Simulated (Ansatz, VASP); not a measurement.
# Si: VASP beside Ansatz

```
Si
1.0
     0.00000    2.58811    2.58811
     2.58811    0.00000    2.58811
     2.58811    2.58811    0.00000
Si
2
Direct
  0.50000 0.50000 0.50000
  0.75000 0.75000 0.75000
```

Alike in both runs: task single point; functional LDA; k mesh 12 × 12 × 12; occupations gaussian, width 0.05 eV; no spin polarisation.

```csv
,VASP,Ansatz
version,VASP 6.6.1,Ansatz 0.2.0
potentials or method,"VASP PAW LDA potentials, release 64 (Si)","scalar-relativistic, plane waves, PAW"
plane-wave cutoff (eV),520,420
valence electrons in the cell,8,8
```

VASP gave:

```
gap on the k mesh at the Fermi level (eV) : 0.19
least direct gap on the mesh (eV)         : 2.57
pressure (GPa)                            : 16.2
```

Task: What did Ansatz give for the same quantities?

Result: gap on the k mesh at the Fermi level (eV): 0.20; least direct gap on the mesh (eV): 2.57; pressure (GPa): 16.2.

Ansatz warned: «pseudo_functional_mismatch».

Caveats: so large a pressure means that the cell lies far from this level's equilibrium, or that cutoff or potentials fall short (VASP).
